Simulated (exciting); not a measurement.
# Ge (Cmcm) in exciting: settings compared

Aim: see how the results for Ge move with the level of theory and the settings. Levels: PBEsol, LDA. Tasks: single point.

Everything below comes from runs of exciting (release sodium). Logs are shortened: lines on timing, memory, paths and dates and some standing lists are left out, and cuts for length are marked.

## 1. Starting point

It takes space group Cmcm (No. 63, orthorhombic). Conventional cell: a = 2.976 Å, b = 5.189 Å, c = 4.728 Å, α = 90.00°, β = 90.00°, γ = 90.00°. Ge (site symmetry m2m) is surrounded by 12 Ge at 2.92 to 2.99 Å.

This isn't the form of Ge at room conditions, which is diamond.

## 2. Single point, PBEsol

Input file input.xml:

```xml
<input>
  <title>Ge</title>
  <structure speciespath="./" tshift="false">
    <crystal scale="1">
      <basevect>2.812012487198 -4.903252741312 0.000000000000</basevect>
      <basevect>2.812012487198 4.903252741312 0.000000000000</basevect>
      <basevect>0.000000000000 0.000000000000 8.933861271034</basevect>
    </crystal>
    <species speciesfile="Ge.xml" rmt="2">
      <atom coord="0.333446630000 0.666553370000 0.250000000000"/>
      <atom coord="0.666553370000 0.333446630000 0.750000000000"/>
    </species>
  </structure>
  <groundstate do="fromscratch" ngridk="10 10 6" rgkmax="9" gmaxvr="14" lmaxapw="10" lmaxmat="10" lmaxvr="8" xctype="GGA_PBE_SOL" stype="Gaussian" swidth="0.00073499" nempty="10" ValenceRelativity="iora*" epsengy="1e-05" epspot="1e-05" maxscl="60" tforce="true" outputlevel="high"/>
</input>
```

Potentials or basis: all-electron LAPW+lo, shipped species files, valence relativity iora*.

On the command line:

```bash
OMP_NUM_THREADS=1 exciting_smp
```

INFO.OUT:

```text
================================================================================
EXCITING SODIUM started
[... 10 lines left out ...]

 Lattice vectors (cartesian) :
      2.8120124872     -4.9032527413      0.0000000000
      2.8120124872      4.9032527413      0.0000000000
      0.0000000000      0.0000000000      8.9338612710

 Reciprocal lattice vectors (cartesian) :
      1.1172043751     -0.6407160347      0.0000000000
      1.1172043751      0.6407160347     -0.0000000000
     -0.0000000000      0.0000000000      0.7033000756

 Unit cell volume                           :     246.3603002164
 Brillouin zone volume                      :       1.0068595193

 Species :    1 (Ge)
     parameters loaded from                 :    Ge.xml
     name                                   :    germanium
     nuclear charge                         :     -32.00000000
     electronic charge                      :      32.00000000
     atomic mass                            :  132359.93290000
     muffin-tin radius                      :       2.00000000
     # of radial points in muffin-tin       :     350

     atomic positions (lattice) :
       1 :   0.33344663  0.66655337  0.25000000
       2 :   0.66655337  0.33344663  0.75000000

 Total number of atoms per unit cell        :       2

 Spin treatment                             :    spin-unpolarised

 Number of Bravais lattice symmetries       :       8
 Number of crystal symmetries               :       4

 k-point grid                               :      10   10    6
 Total number of k-points                   :     172
 k-point set is reduced with crystal symmetries

 R^MT_min * |G+k|_max (rgkmax)              :       9.00000000
 Species with R^MT_min                      :       1 (Ge)
 Maximum |G+k| for APW functions            :       4.50000000
 Maximum |G| for potential and density      :      14.00000000
 Polynomial order for pseudochg. density    :       9

 G-vector grid sizes                        :      27    27    40
 Total number of G-vectors                  :   11447

 Maximum angular momentum used for
     APW functions                          :      10
     computing H and O matrix elements      :      10
     potential and density                  :       8
     inner part of muffin-tin               :       2

 Total nuclear charge                       :     -64.00000000
 Total electronic charge                    :      64.00000000
 Total core charge                          :      36.00000000
 Total valence charge                       :      28.00000000

 Effective Wigner radius, r_s               :       0.97222633

 Number of empty states                     :      10
 Total number of valence states             :      25

 Maximum Hamiltonian size                   :     416
 Maximum number of plane-waves              :     388
 Total number of local-orbitals             :      28

 Exchange-correlation type                  :      22
     PBEsol, Phys. Rev. Lett. 100, 136406 (2008)
     Generalised gradient approximation (GGA)

 Smearing scheme                            :    Gaussian
 Smearing width                             :       0.00073499

 Using multisecant Broyden potential mixing
[... 6 lines left out ...]
* Groundstate module started                                                   *
********************************************************************************
 Output level for this task is set to high

++++++++++++++++++++++++++++++++++++++++++++++++++++++++++++++++++++++++++++++++
[... 5 lines left out ...]
+ SCF iteration number :    1                                                  +
++++++++++++++++++++++++++++++++++++++++++++++++++++++++++++++++++++++++++++++++
 Total energy                               :     -4192.26838672
 _______________________________________________________________
 Fermi energy                               :         0.29484981
 Kinetic energy                             :      4285.25367157
 Coulomb energy                             :     -8321.19268977
 Exchange energy                            :      -152.74753266
 Correlation energy                         :        -3.58183586
 Sum of eigenvalues                         :     -2408.12469605
 Effective potential energy                 :     -6693.37836762
 Coulomb potential energy                   :     -6488.31903537
 xc potential energy                        :      -205.05933225
 Hartree energy                             :      1317.29228557
 Electron-nuclear energy                    :     -9122.90360652
 Nuclear-nuclear energy                     :      -515.58136882
 Madelung energy                            :     -5077.03317208
 Core-electron kinetic energy               :         0.00000000

 DOS at Fermi energy (states/Ha/cell)       :        52.63958408

 Electron charges :
     core                                   :        36.00000000
     core leakage                           :         0.00647863
     valence                                :        28.00000000
     interstitial                           :         5.11384810
     charge in muffin-tin spheres :
                  atom     1    Ge          :        29.44307595
                  atom     2    Ge          :        29.44307595
     total charge in muffin-tins            :        58.88615190
     total charge                           :        64.00000000
[... 388 lines left out ...]
 Coulomb energy                             :     -8322.01309472
 Exchange energy                            :      -152.81651751
 Correlation energy                         :        -3.58225993
 Sum of eigenvalues                         :     -2409.67712616
 Effective potential energy                 :     -6692.96363091
 Coulomb potential energy                   :     -6487.81212501
 xc potential energy                        :      -205.15150590
 Hartree energy                             :      1318.61960089
 Electron-nuclear energy                    :     -9125.05132679
 Nuclear-nuclear energy                     :      -515.58136882
 Madelung energy                            :     -5078.10703221
 Core-electron kinetic energy               :         0.00000000

 DOS at Fermi energy (states/Ha/cell)       :        52.34405355

 Electron charges :
     core                                   :        36.00000000
     core leakage                           :         0.00637911
     valence                                :        28.00000000
     interstitial                           :         5.07802208
     charge in muffin-tin spheres :
                  atom     1    Ge          :        29.46098896
                  atom     2    Ge          :        29.46098896
     total charge in muffin-tins            :        58.92197792
     total charge                           :        64.00000000

 RMS change in effective potential (target) :  0.389828E-08  ( 0.100000E-04)
 Absolute change in total energy   (target) :  0.109565E-05  ( 0.100000E-04)
 Charge distance                   (target) :  0.308397E-08  ( 0.100000E-04)
 Abs. change in max-nonIBS-force   (target) :  0.463683E-07  ( 0.500000E-04)

++++++++++++++++++++++++++++++++++++++++++++++++++++++++++++++++++++++++++++++++
| Convergency criteria checked for the last 2 iterations                       +
| Convergence targets achieved. Performing final SCF iteration                 +
++++++++++++++++++++++++++++++++++++++++++++++++++++++++++++++++++++++++++++++++
 Total energy                               :     -4195.12536757
 _______________________________________________________________
 Fermi energy                               :         0.28625868
 Kinetic energy                             :      4283.28650478
 Coulomb energy                             :     -8322.01309491
 Exchange energy                            :      -152.81651752
 Correlation energy                         :        -3.58225993
 Sum of eigenvalues                         :     -2409.67712604
 Effective potential energy                 :     -6692.96363083
 Coulomb potential energy                   :     -6487.81212491
 xc potential energy                        :      -205.15150592
 Hartree energy                             :      1318.61960118
 Electron-nuclear energy                    :     -9125.05132727
 Nuclear-nuclear energy                     :      -515.58136882
 Madelung energy                            :     -5078.10703245
 Core-electron kinetic energy               :         0.00000000

 DOS at Fermi energy (states/Ha/cell)       :        52.34405193

 Electron charges :
     core                                   :        36.00000000
     core leakage                           :         0.00637911
     valence                                :        28.00000000
     interstitial                           :         5.07802208
     charge in muffin-tin spheres :
                  atom     1    Ge          :        29.46098896
                  atom     2    Ge          :        29.46098896
     total charge in muffin-tins            :        58.92197792
     total charge                           :        64.00000000

++++++++++++++++++++++++++++++++++++++++++++++++++++++++++++++++++++++++++++++++
+ Self-consistent loop stopped                                                 +
++++++++++++++++++++++++++++++++++++++++++++++++++++++++++++++++++++++++++++++++
 STATE.OUT is written

--------------------------------------------------------------------------------
- Writing atomic positions and forces                                          -
--------------------------------------------------------------------------------

 Atomic positions (lattice) :
 atom     1  Ge  :     0.33344663    0.66655337    0.25000000
 atom     2  Ge  :     0.66655337    0.33344663    0.75000000

 Total atomic forces including IBS (cartesian) :
 atom     1  Ge  :     0.00000000    0.00024443   -0.00000015
 atom     2  Ge  :    -0.00000000   -0.00024443    0.00000015

 Atomic force components including IBS (cartesian) :
 atom     1  Ge  :    -0.00000000   -0.01075892   -0.00000159   HF force
                 :     0.00000000    0.00959407    0.00000110   core correction
                 :     0.00000000    0.00140928    0.00000034   IBS correction
 atom     2  Ge  :     0.00000000    0.01075892    0.00000159   HF force
                 :    -0.00000000   -0.00959407   -0.00000110   core correction
                 :     0.00000000   -0.00140928   -0.00000034   IBS correction

********************************************************************************
* Groundstate module stopped                                                   *
********************************************************************************

================================================================================
| EXCITING SODIUM stopped                                                      =
================================================================================
```

It took 6.4 min on 1 thread of Arm Neoverse V2, shared host; peak memory 0.14 GiB.

Results:

```yaml
Free_energy: -114155.1771 eV
Largest_force: 0.013 eV/Å
Band_gap_on_the_k_mesh: none (metal or under the smearing width)
All_electrons_inside_the_program's_atomic_spheres: Ge 29.46 (radii Ge 2.0 bohr)
```

Forces on the atoms (eV/Å):
```
Ge   0.000  0.013  0.000
Ge   0.000 -0.013  0.000
```

Levels at points of the mesh, in eV from the Fermi level:
```tsv
k point	band 12	band 13	band 14	band 15	band 16	band 17
(0.00, 0.00, 0.00)	-7.45	-5.52	6.62	6.74	8.70	8.82
(0.50, 0.00, 0.00)	-7.09	-2.25	-1.24	-0.87	1.45	2.46
(0.50, 0.50, 0.00)	-7.13	-2.29	-1.26	-0.93	1.41	2.61
(0.00, 0.00, 0.50)	-11.67	1.90	1.90	7.76	7.76	7.88
(0.50, 0.00, 0.50)	-6.97	-4.91	-4.91	4.12	4.12	5.09
(0.50, 0.50, 0.50)	-7.04	-4.94	-4.94	4.27	4.27	5.11
```

## 3. Single point, LDA

input.xml, as its differences from that of step 2:

```diff
@@ -13,3 +13,3 @@
   </structure>
-  <groundstate do="fromscratch" ngridk="10 10 6" rgkmax="9" gmaxvr="14" lmaxapw="10" lmaxmat="10" lmaxvr="8" xctype="GGA_PBE_SOL" stype="Gaussian" swidth="0.00073499" nempty="10" ValenceRelativity="iora*" epsengy="1e-05" epspot="1e-05" maxscl="60" tforce="true" outputlevel="high"/>
+  <groundstate do="fromscratch" ngridk="10 10 6" rgkmax="9" gmaxvr="14" lmaxapw="10" lmaxmat="10" lmaxvr="8" xctype="LDA_PW" stype="Gaussian" swidth="0.00367493" nempty="10" ValenceRelativity="iora*" epsengy="1e-05" epspot="1e-05" maxscl="60" tforce="true" outputlevel="normal"/>
 </input>
```

Potentials or basis: all-electron LAPW+lo, shipped species files, valence relativity iora*.

On the command line:

```bash
OMP_NUM_THREADS=1 exciting_smp
```

It took 5.9 min on 1 thread of Arm Neoverse V2, shared host; peak memory 0.14 GiB.

The run converged. Its results:

```yaml
Free_energy: -114079.7465 eV
Band_gap_on_the_k_mesh: none (metal or under the smearing width)
All_electrons_inside_the_program's_atomic_spheres: Ge 29.48 (radii Ge 2.0 bohr)
Density_of_states_at_the_Fermi_level: 1.16 states/eV per cell
```

Levels at points of the mesh, in eV from the Fermi level:
| k point | band 10 | band 11 | band 12 | band 13 | band 14 | band 15 | band 16 | band 17 | band 18 | band 19 |
| --- | --- | --- | --- | --- | --- | --- | --- | --- | --- | --- |
| (0.00, 0.00, 0.00) | -24.60 | -13.36 | -7.53 | -5.47 | 6.52 | 6.64 | 8.60 | 8.71 | 9.96 | 11.43 |
| (0.50, 0.00, 0.00) | -24.59 | -8.47 | -7.11 | -2.33 | -1.26 | -0.86 | 1.49 | 2.42 | 6.53 | 7.12 |
| (0.50, 0.50, 0.00) | -24.59 | -8.54 | -7.15 | -2.37 | -1.29 | -0.92 | 1.46 | 2.57 | 6.67 | 7.26 |
| (0.00, 0.00, 0.50) | -24.63 | -11.69 | -11.69 | 1.86 | 1.86 | 7.65 | 7.65 | 7.76 | 7.76 | 12.74 |
| (0.50, 0.00, 0.50) | -24.60 | -7.05 | -7.05 | -4.88 | -4.88 | 4.07 | 4.07 | 5.01 | 5.01 | 8.75 |
| (0.50, 0.50, 0.50) | -24.60 | -7.12 | -7.12 | -4.90 | -4.90 | 4.22 | 4.22 | 5.03 | 5.03 | 8.84 |

Caveat: the log's total energy holds no entropy term; the free energy is that total less TS from the occupations.
